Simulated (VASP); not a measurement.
A run of VASP 6.6.1 is set up as follows.

Contents of INCAR:

```
PREC = Accurate
ENCUT = 500
EDIFF = 1E-6
ISMEAR = 0
SIGMA = 0.02
LREAL = F
LASPH = T
NELM = 120
ALGO = Normal
ISIF = 2
LWAVE = F
LCHARG = T
LELF = T
LVHAR = T
NBANDS = 15
GGA_COMPAT = F
```

KPOINTS

```
regular mesh
0
Gamma
  6 6 6
```

POSCAR

```
KI
1.0
    0.0000000000      3.4091659304      3.4091659304
    3.4091659304      0.0000000000      3.4091659304
    3.4091659304      3.4091659304      0.0000000000
K I
1 1
Direct
    0.0000000000      0.0000000000      0.0000000000
    0.5000000000      0.5000000000      0.5000000000
```

Potentials or basis: VASP PAW LDA potentials, release 64 (K_sv, I).

Launch:

```bash
$ cat potpaw_LDA.64/K_sv/POTCAR potpaw_LDA.64/I/POTCAR > POTCAR
$ mpirun -np 1 vasp_std > vasp.out
```

(1) Estimate the band gap on the k mesh.

(2) Estimate the pressure.

Results:

(1) 3.88 eV.

(2) 0.0 GPa.

Caveat: spin-orbit coupling is left out, which moves the levels of the heavy elements.

**Measured values to compare with.**

A printed reference work, monograph reports, for a bulk crystal of KI: band gap 6.32 eV.

Against the measured gap of KI, 6.32 eV (a printed reference work, monograph), the calculated 3.88 eV is off by -2.44 eV. Spin-orbit coupling on I is left out. The value is that of LDA, without temperature or zero-point motion. Semilocal functionals fall short of measured gaps as a rule.
